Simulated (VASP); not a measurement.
MoS2 under changes of volume

One of the cells (48.342 Å³/atom); the others are scaled copies at fixed shape and fractional positions:

```
Mo S
1.0
     3.14899    0.00000    0.00000
    -1.57450    2.72711    0.00000
     0.00000    0.00000   16.88781
Mo S
1 2
Direct
  0.00000 0.00000 0.00000
  0.33333 0.66667 0.90844
  0.33333 0.66667 0.09156
```

| Property | Result |
| --- | --- |
| Program | VASP 6.6.1 |
| Functional | HSE06 |
| Potentials or basis | VASP PAW PBE potentials, release 64 (Mo_sv, S) |
| Cutoff | 520 eV |
| k mesh | 6 × 6 × 1 |
| Occupations | gaussian, width 0.02 eV |
| Spin | no spin polarisation |

| volume (Å³/atom) | energy over the lowest point (meV/atom) | gap on the mesh (eV) | largest force (eV/Å) |
| --- | --- | --- | --- |
| 46.408 | ? | ? | ? |
| 47.375 | 3.81 | 2.31 | 0.380 |
| 48.342 | 0.00 | 2.25 | 0.005 |
| 49.309 | 3.29 | 2.19 | 0.342 |
| 50.276 | 12.98 | 2.14 | 0.663 |

Question: What does the run at 46.408 Å³/atom give?

Answer: Energy over the lowest point 15.51 meV/atom; gap on the mesh 2.37 eV; largest force 0.785 eV/Å.

Worked out: A Birch-Murnaghan fit of order 2 (a polynomial in V^(-2/3)) to the other rows has its minimum at 48.36 Å³/atom with B0 = V·E''(V) = 59 GPa at fixed shape and positions, which overstates the stiffness. It gives 15.45 meV/atom at 46.408 Å³/atom, against the run's 15.51. A straight line through the other rows of the gap, of slope -2.88 eV per unit of ln V (its deformation potential), extrapolates to 2.37 eV, against the run's 2.37.

Energies are extrapolated to zero smearing.

Caveats: the PAW data sets were made with another functional, which shifts forces and pressure a little.

A mesh can miss the band edges. Spin-orbit coupling on Mo is left out.
